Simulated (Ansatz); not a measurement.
**LiH in 5 structures**

5 cells of LiH were relaxed with r2SCAN in the plane-wave code Ansatz. Computed values for non-magnetic cells; some structures come from databases, others from prototypes and may be hypothetical.

- CsCl type: it is cubic, Pm-3m (No. 221); conventional cell a = 2.502 Å, 7.83 Å³ an atom. Li is surrounded by 8 H at 2.17 Å; H is surrounded by 8 Li at 2.17 Å.
- h-MgO type: it is hexagonal, P6_3/mmc (No. 194); a = 3.255 Å, c = 4.069 Å in the conventional setting, 9.33 Å³ an atom. Li has 5 H at 1.88–2.03 Å; H has 5 Li at 1.88–2.03 Å.
- NiAs type: space group P6_3/mmc (No. 194), hexagonal; conventional cell a = 2.782 Å, c = 4.873 Å, 8.16 Å³ an atom. Li has 6 H at 2.02 Å; H has 6 Li at 2.02 Å.
- zincblende: it is cubic, F-43m (No. 216); a = 4.290 Å in the conventional setting, 9.87 Å³ an atom. Li has 4 H at 1.86 Å; H has 4 Li at 1.86 Å.
- database Fm-3m (2 atoms): it is cubic, Fm-3m (No. 225); a = 4.007 Å in the conventional setting, 8.04 Å³ an atom. Around Li lie 6 H at 2.00 Å; around H lie 6 Li at 2.00 Å.

Energies are counted from the lowest cell, each relaxed with the functional named (k spacing about 0.3 1/Å); gaps are on the r2SCAN cells (d direct, i indirect).
```csv
structure,space group,volume (Å³/atom),"E, r2SCAN (meV/atom)","E, PBEsol (meV/atom)","E, LDA (meV/atom)","E, PBE (meV/atom)","gap, PBE (eV)","gap, r2SCAN (eV)","gap, HSE06 (eV)","gap, PBE0 (eV)"
CsCl type,Pm-3m,7.83,242,226,232,234,0.71 i (R → X),1.12 i (R → X),1.41 i (R → X),2.13 i (R → X)
h-MgO type,P6_3/mmc,9.33,23,36,40,23,1.84 i (Γ → K),2.34 i (Γ → K),2.74 i (Γ → K),3.43 i (Γ → K)
NiAs type,P6_3/mmc,8.16,53,54,55,53,4.32 i (M → L–M (0.20)),4.94 i (M → L–M (0.17)),5.34 i (M → L–M (0.17)),6.06 i (M → L–M (0.17))
zincblende,F-43m,9.87,50,67,73,48,4.20 i (W → L),4.72 i (W → L),5.25 i (W → L),5.97 i (W → L)
database Fm-3m (2 atoms),Fm-3m,8.04,0,0,0,0,2.98 d (X),3.63 d (X),3.97 d (X),4.66 d (X)
```

Among these cells the lowest with r2SCAN is database Fm-3m (2 atoms), 23 meV an atom below the next, h-MgO type. Other structures, not computed here, could lie lower. PBEsol, LDA, PBE agree on the lowest cell.

Against database Fm-3m (2 atoms) (HSE06 gap 3.97 eV): CsCl type -2.56 eV at -2.7 % volume; h-MgO type -1.23 eV at +16.0 % volume; NiAs type +1.37 eV at +1.5 % volume; zincblende +1.28 eV at +22.7 % volume.

Where an edge lies off the special points, it is a point of the mesh or the k point where a search put PBE's edge or least direct gap, reused for the other functionals, whose own edges may lie a little apart.

The meshes of the hybrids are coarse, so their gaps aren't converged to the digits shown.
